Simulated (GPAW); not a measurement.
# CdSe (F-43m) in GPAW: a series of runs, part 3 of 5

GPAW 26.7.0.

## (4) Phonons, RPBE+D4

Input file run.py:

```python
import json
import numpy as np
from ase import Atoms
from ase.calculators.mixing import SumCalculator
from ase.constraints import FixSymmetry
from ase.io import write
from ase.optimize import BFGS
from dftd4.ase import DFTD4
from phonopy import Phonopy
from phonopy.structure.atoms import PhonopyAtoms
from gpaw import GPAW

atoms = Atoms(['Cd', 'Se'],
              cell=[[0.0, 3.0702711986, 3.0702711986],
                    [3.0702711986, 0.0, 3.0702711986],
                    [3.0702711986, 3.0702711986, 0.0]],
              scaled_positions=[[0.0, 0.0, 0.0],
                                [0.25, 0.25, 0.25]],
              pbc=True)

calc = GPAW(mode='fd',
            h=0.16,
            xc='RPBE',
            kpts={'size': (8, 8, 8), 'gamma': True},
            occupations={'name': 'fermi-dirac', 'width': 0.05},
            nbands=18,
            convergence={'density': 1e-06, 'eigenstates': 1e-09},
            maxiter=150,
            txt='gpaw.txt')
atoms.calc = SumCalculator([calc, DFTD4(method='rpbe')])
atoms.set_constraint(FixSymmetry(atoms))
BFGS(atoms, trajectory='relax.traj', logfile='-').run(fmax=0.005, steps=40)
atoms.set_constraint()
energy = atoms.get_potential_energy()
forces = atoms.get_forces()
calc.write('gs.gpw')
write('result.traj', atoms)
print('Cell:', atoms.cell.cellpar().round(4))
print(atoms.get_scaled_positions().round(5))

def force_constants(scale):
    unit = PhonopyAtoms(symbols=atoms.get_chemical_symbols(), cell=atoms.cell[:] * scale**(1 / 3),
                        scaled_positions=atoms.get_scaled_positions())
    ph = Phonopy(unit, supercell_matrix=np.diag([1, 1, 1]), primitive_matrix=np.eye(3), symprec=1e-4)
    ph.generate_displacements(distance=0.01)
    forces = []
    for i, sc in enumerate(ph.supercells_with_displacements):
        a = Atoms(sc.symbols, cell=sc.cell, scaled_positions=sc.scaled_positions, pbc=True)
        c = GPAW(mode='fd',
                 h=0.16,
                 xc='RPBE',
                 kpts={'size': (8, 8, 8), 'gamma': True},
                 occupations={'name': 'fermi-dirac', 'width': 0.05},
                 nbands=18,
                 convergence={'density': 1e-06, 'eigenstates': 1e-09},
                 maxiter=150,
                 txt=f'disp-{scale:.3f}-{i:02d}.txt')
        a.calc = SumCalculator([c, DFTD4(method='rpbe')])
        f = a.get_forces()
        forces.append(f - f.mean(axis=0))
        print(f'displacement {i}: drift', f.mean(axis=0).round(5), flush=True)
    ph.forces = forces
    ph.produce_force_constants()
    ph.symmetrize_force_constants()
    return ph

qpoints = [[0.0, 0.0, 0.0]]
results = {}
for scale in [1.0]:
    ph = force_constants(scale)
    ph.run_qpoints(qpoints)
    nu = ph.qpoints.frequencies * 33.35641  # THz to cm^-1
    results[f'{scale:.3f}'] = nu.tolist()
    for qp, f in zip(qpoints, nu):
        print(scale, np.round(qp, 4), f.round(2))
json.dump(results, open('phonons.json', 'w'))
```

Potentials or basis: the program's PAW data sets (release 1.2.1) made for this functional, fd.

The run is started by

```bash
$ OMP_NUM_THREADS=1 python run.py
```

gpaw.txt:

```text
__  _  _
 | _ |_)|_||  |
 |__||  | ||/\| - 26.7.0

Input parameters:
  mode=FD(),
  convergence={'density': 1e-06, 'eigenstates': 1e-09},
  h=0.16,
  kpts=MonkhorstPack(size=(8, 8, 8), gamma=True),
  maxiter=150,
  nbands=18,
  occupations=Occupations(name='fermi-dirac', width=0.05),
  xc=XC(name='RPBE')

Diagonalizing LCAO Hamiltonian
Converting LCAO to fd mode

            Se

       Cd

Atoms  # Å, Bohr magnetons
|   | symbol |        x |        y |        z |    initial magnetic moments |
|---|--------|----------|----------|----------|-----------------------------|
| 0 |     Cd | 0.000000 | 0.000000 | 0.000000 | ( 0.0000,  0.0000,  0.0000) |
| 1 |     Se | 1.535136 | 1.535136 | 1.535136 | ( 0.0000,  0.0000,  0.0000) |

Unit cell  # Å
| periodic |        x |        y |        z |  lengths |    angles |
|----------|----------|----------|----------|----------|-----------|
|      yes | 0.000000 | 3.070271 | 3.070271 | 4.342019 | 60.000000 |
|      yes | 3.070271 | 0.000000 | 3.070271 | 4.342019 | 60.000000 |
|      yes | 3.070271 | 3.070271 | 0.000000 | 4.342019 | 60.000000 |

Number of symmetries: 24
Symmetry operations  # r_c * U_cc + t_c -> r_c
|    | kind |            matrix            |
|----|------|------------------------------|
|  0 |  E   |  1, 0, 0,  0, 1, 0,  0, 0, 1 |
|  1 |  σ   |  1, 0, 0,  0, 0, 1,  0, 1, 0 |
|  2 |  σ   |  1, 0,-1,  0, 1,-1,  0, 0,-1 |
|  3 |  C3  |  1, 0,-1,  0, 0,-1,  0, 1,-1 |
|  4 |  C3  |  1,-1, 0,  0,-1, 1,  0,-1, 0 |
|  5 |  σ   |  1,-1, 0,  0,-1, 0,  0,-1, 1 |
[... 140 lines left out ...]

xc functional:
  name: RPBE with 2 nearest neighbor stencil
interpolation: tri-quintic # 5. degree polynomial

convergence criteria:
- Maximum integral of absolute [dens]ity change: 1e-06 electrons / valence electron
- Maximum integral of absolute [eigenst]ate change: 1e-09 eV^2 / valence electron
- Maximum [total energy] change in last 3 cyles: 0.0005 eV / valence electron
maximum number of iterations: 150

SCF iterations
|iter     | |      energy | eigst |  dens |
|---------|-|-------------|-------|-------|
|iter:   1| |   -5.396791 | +0.24 |       |
|iter:   2| |   -5.326289 | -1.42 | -1.16 |
|iter:   3| |   -5.044678 | -1.13 | -1.19 |
|iter:   4| |   -5.048263 | -2.61 | -1.83 |
|iter:   5| |   -5.049478c| -3.27 | -2.22 |
|iter:   6| |   -5.049573c| -4.28 | -3.11 |
|iter:   7| |   -5.049586c| -5.07 | -3.56 |
|iter:   8| |   -5.049586c| -5.95 | -4.36 |
|iter:   9| |   -5.049587c| -6.70 | -4.63 |
|iter:  10| |   -5.049587c| -7.52 | -5.41 |
|iter:  11| |   -5.049587c| -8.31 | -5.80 |
|iter:  12| |   -5.049587c| -8.99 | -6.27c|
|iter:  13| |   -5.049587c| -9.19c| -6.69c|

Converged in 13 steps
Energy contributions relative to reference atoms: (reference = -218291.639988)

Energy contributions:
  Kinetic:          20.667056
  Coulomb:         -18.753743
  Zero:              0.087668
  External:          0.000000
  Xc:               -7.050565
  Entropy:          -0.000006
  Spinorbit:         0.000000
  ----------------------------
  Free energy:      -5.049589
  Extrapolated:     -5.049587

dipole moment: (-23.319035, -23.319035, -23.319035)  # |e|*Ang

Fermi level: 3.855
Eigenvalues  # (at kpt = [0.000, 0.000, 0.000])
| band index |      eig [eV] | occ [0-2] |
|------------|---------------|-----------|
|          0 |        -8.935 |     2.000 |
|          1 |        -4.352 |     2.000 |
|          2 |        -4.352 |     2.000 |
|          3 |        -4.352 |     2.000 |
|          4 |        -4.006 |     2.000 |
|          5 |        -4.006 |     2.000 |
[... 10 lines left out ...]
|         16 |        15.669 |     0.000 |
|         17 |        15.669 |     0.000 |

Gap: 0.722 eV
Transition (v -> c):
  (s=0, k=0, n=8, [0.00, 0.00, 0.00]) -> (s=0, k=0, n=9, [0.00, 0.00, 0.00])
No difference between direct/indirect transitions

Forces  # eV/Ang
|       x |        y |        z |
|---------|----------|----------|
| 0.00000 | -0.00000 | -0.00000 |  # Cd   0
| 0.00000 |  0.00000 | -0.00000 |  # Se   1

# Writing to gs.gpw (mode='')
```

disp-1.000-00.txt:

```text
__  _  _
 | _ |_)|_||  |
 |__||  | ||/\| - 26.7.0

Input parameters:
  mode=FD(),
  convergence={'density': 1e-06, 'eigenstates': 1e-09},
  h=0.16,
  kpts=MonkhorstPack(size=(8, 8, 8), gamma=True),
  maxiter=150,
  nbands=18,
[... 202 lines left out ...]
|          2 |        -4.352 |     2.000 |
|          3 |        -4.347 |     2.000 |
|          4 |        -4.006 |     2.000 |
|          5 |        -4.006 |     2.000 |
[... 10 lines left out ...]
|         16 |        15.658 |     0.000 |
|         17 |        15.679 |     0.000 |

Gap: 0.716 eV
Transition (v -> c):
  (s=0, k=0, n=8, [0.00, 0.00, 0.00]) -> (s=0, k=0, n=9, [0.00, 0.00, 0.00])
No difference between direct/indirect transitions

Forces  # eV/Ang
|        x |        y |        z |
|----------|----------|----------|
| -0.00139 | -0.02645 | -0.02645 |  # Cd   0
|  0.00128 |  0.03290 |  0.03290 |  # Se   1
```

It took 12 min on 1 thread of Intel Xeon 6975P-C (Granite Rapids), shared host; peak memory 2.2 GiB.

What came out:

```yaml
Free_energy: -6.1990 eV
Band_gap_on_the_k_mesh: 0.72 eV, direct
Highest_phonon_frequency_at_Γ_LO-TO_splitting_left_out: 161 cm⁻¹
Dispersion_energy_per_atom: -0.575 eV
```

Final structure:
```
CELL_PARAMETERS angstrom
0.00000 3.07027 3.07027
3.07027 0.00000 3.07027
3.07027 3.07027 0.00000
ATOMIC_POSITIONS crystal
Cd 0.00000 0.00000 0.00000
Se 0.25000 0.25000 0.25000
```

Levels at points of the mesh, in eV from the valence-band top:
| k point | band 7 | band 8 | band 9 | band 10 | band 11 | band 12 |
| --- | --- | --- | --- | --- | --- | --- |
| (0.00, 0.00, 0.00) | 0.00 | 0.00 | 0.00 | 0.72 | 5.99 | 5.99 |
| (0.50, 0.50, 0.00) | -3.91 | -1.75 | -1.75 | 3.37 | 3.83 | 9.16 |
| (0.50, 0.50, 0.50) | -4.17 | -0.71 | -0.71 | 2.48 | 6.51 | 6.51 |

Phonon frequencies in cm⁻¹ (negative: imaginary):
```tsv
q point	frequencies
(0.000, 0.000, 0.000)	0 0 0 161 161 161
```

Caveat: the LO-TO splitting is left out. RPBE gaps usually lie below the measured ones, often by a third to a half.

(Continued in part 4 of 5.)
